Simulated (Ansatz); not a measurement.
**64-atom supercell of chalcopyrite ZnGeP2**

Aim: the perfect cell at several levels of theory (PBEsol, HSE06 and r²SCAN), as the reference that defects and stacks are counted from.

All numbers are computed with Ansatz 0.2.0 (PAW, plane waves).

## Step 1: The system as built

64 atoms (16 Zn, 16 Ge, 32 P); a = 10.848 Å, b = 10.848 Å, c = 10.709 Å, α = 90.00°, β = 90.00°, γ = 90.00°.

Plan of the steps: (2) PBEsol cell relaxation at the single k point (½, ½, ½), on 1 × data-centre GPU with 8 threads; (3) HSE06 single point at the Γ point alone, on 1 × data-centre GPU with 8 threads; (4) r²SCAN single point at the Γ point alone, on 1 × data-centre GPU with 8 threads.

## Step 2: Relaxing cell and atoms with PBEsol

Input file in.yaml:

```yaml
crystal:
  lattice:
    - [10.848265, -0.000089, -0.000031]
    - [-0.000089, 10.848265, -0.000031]
    - [-0.000030, -0.000030, 10.708528]
  atoms:
    - { symbol: Zn, position: [0.000000, 0.000000, 0.000000] }
    - { symbol: Zn, position: [0.000000, 0.500000, 0.000000] }
    - { symbol: Zn, position: [0.500000, 0.000000, 0.000000] }
    - { symbol: Zn, position: [0.500000, 0.500000, 0.000000] }
    - { symbol: Zn, position: [0.000000, 0.250000, 0.249999] }
    - { symbol: Zn, position: [0.000000, 0.750000, 0.249999] }
    - { symbol: Zn, position: [0.500000, 0.250000, 0.249999] }
    - { symbol: Zn, position: [0.500000, 0.750000, 0.249999] }
    - { symbol: Zn, position: [0.250000, 0.000000, 0.749999] }
    - { symbol: Zn, position: [0.250000, 0.500000, 0.749999] }
    - { symbol: Zn, position: [0.750000, 0.000000, 0.749999] }
    - { symbol: Zn, position: [0.750000, 0.500000, 0.749999] }
    - { symbol: Zn, position: [0.250000, 0.250000, 0.499999] }
    - { symbol: Zn, position: [0.250000, 0.750000, 0.499999] }
    - { symbol: Zn, position: [0.750000, 0.250000, 0.499999] }
    - { symbol: Zn, position: [0.750000, 0.750000, 0.499999] }
    - { symbol: Ge, position: [0.000000, 0.000000, 0.499999] }
    - { symbol: Ge, position: [0.000000, 0.500000, 0.499999] }
    - { symbol: Ge, position: [0.500000, 0.000000, 0.499999] }
    - { symbol: Ge, position: [0.500000, 0.500000, 0.499999] }
    - { symbol: Ge, position: [0.250000, 0.000000, 0.249999] }
    - { symbol: Ge, position: [0.250000, 0.500000, 0.249999] }
    - { symbol: Ge, position: [0.750000, 0.000000, 0.249999] }
    - { symbol: Ge, position: [0.750000, 0.500000, 0.249999] }
    - { symbol: Ge, position: [0.250001, 0.250000, 0.000000] }
    - { symbol: Ge, position: [0.250001, 0.750000, 0.000000] }
    - { symbol: Ge, position: [0.750001, 0.250000, 0.000000] }
    - { symbol: Ge, position: [0.750001, 0.750000, 0.000000] }
    - { symbol: Ge, position: [0.000000, 0.250001, 0.749999] }
    - { symbol: Ge, position: [0.000000, 0.750001, 0.749999] }
    - { symbol: Ge, position: [0.500000, 0.250001, 0.749999] }
    - { symbol: Ge, position: [0.500000, 0.750001, 0.749999] }
    - { symbol: P, position: [0.125826, 0.124999, 0.125001] }
    - { symbol: P, position: [0.125826, 0.624999, 0.125001] }
    - { symbol: P, position: [0.625826, 0.124999, 0.125001] }
    - { symbol: P, position: [0.625826, 0.624999, 0.125001] }
    - { symbol: P, position: [0.124174, 0.125000, 0.625001] }
    - { symbol: P, position: [0.124174, 0.625000, 0.625001] }
    - { symbol: P, position: [0.624174, 0.125000, 0.625001] }
    - { symbol: P, position: [0.624174, 0.625000, 0.625001] }
    - { symbol: P, position: [0.374174, 0.375000, 0.125001] }
    - { symbol: P, position: [0.374174, 0.875000, 0.125001] }
    - { symbol: P, position: [0.874174, 0.375000, 0.125001] }
    - { symbol: P, position: [0.874174, 0.875000, 0.125001] }
    - { symbol: P, position: [0.375000, 0.124174, 0.375001] }
    - { symbol: P, position: [0.375000, 0.624174, 0.375001] }
    - { symbol: P, position: [0.875000, 0.124174, 0.375001] }
    - { symbol: P, position: [0.875000, 0.624174, 0.375001] }
    - { symbol: P, position: [0.124999, 0.375825, 0.375001] }
    - { symbol: P, position: [0.124999, 0.875825, 0.375001] }
    - { symbol: P, position: [0.624999, 0.375825, 0.375001] }
    - { symbol: P, position: [0.624999, 0.875825, 0.375001] }
    - { symbol: P, position: [0.125000, 0.374174, 0.875001] }
    - { symbol: P, position: [0.125000, 0.874174, 0.875001] }
    - { symbol: P, position: [0.625000, 0.374174, 0.875001] }
    - { symbol: P, position: [0.625000, 0.874174, 0.875001] }
    - { symbol: P, position: [0.375825, 0.374999, 0.625001] }
    - { symbol: P, position: [0.375825, 0.874999, 0.625001] }
    - { symbol: P, position: [0.875825, 0.374999, 0.625001] }
    - { symbol: P, position: [0.875825, 0.874999, 0.625001] }
    - { symbol: P, position: [0.374999, 0.125826, 0.875001] }
    - { symbol: P, position: [0.374999, 0.625826, 0.875001] }
    - { symbol: P, position: [0.874999, 0.125826, 0.875001] }
    - { symbol: P, position: [0.874999, 0.625826, 0.875001] }
kpoints:
  mp_grid: { grid: [1, 1, 1], shift: [0.5, 0.5, 0.5] }
hamiltonian:
  xc: pbesol
scf:
  occupations: { method: fermi_dirac, width: 0.01 }
relax:
  f_tol: 0.03
  max_steps: 80
  escape_saddle: false
  adjacent_minimum: "off"
  cell: { fix: [alpha, beta, gamma] }
output:
  forces: true
  eigenvalues: true
  populations: true
```

The runs that follow: HSE06 single point; Single point with r²SCAN.

Q: Predict the outcome of this session. Wanted: for each run, top filled to lowest empty; energy; pressure.

The runs gave:

```
             level         time   k points  top filled to lowest empty (eV)  energy (eV/atom)  pressure (GPa)
PBEsol, relaxation  6.5 s (GPU)  (½, ½, ½)                             2.10        -2253.7602            0.00
             HSE06   33 s (GPU)          Γ                             2.00        -2281.9690               -
            r²SCAN  5.3 s (GPU)          Γ                             1.46        -2286.9384               -
```

| quantity | value |
| --- | --- |
| relaxation | 4 recorded steps, 0.04 eV gained |
| largest shift | 0.01 Å (P50 and others alike) |
| relaxed cell | a = 10.883 Å, b = 10.883 Å, c = 10.705 Å, α = 90.00°, β = 90.00°, γ = 90.00° |

**Reading.** The relaxation lowers the energy by 0.04 eV; the largest shift is 0.01 Å (P50 and others alike), while the volume changes by +0.6 %. At the same k points, r²SCAN gives a spacing 0.54 eV smaller than the 2.00 eV of HSE06. Rows on different k points differ by sampling as well as by level. Exact exchange costs time: HSE06 ran about 6.3 times as long as r²SCAN on the same kind of device. No spin–orbit coupling is included; with elements this heavy it would shift the edges. With one k point the spacing samples only the states that fold onto it, so it can exceed the gap over the zone.
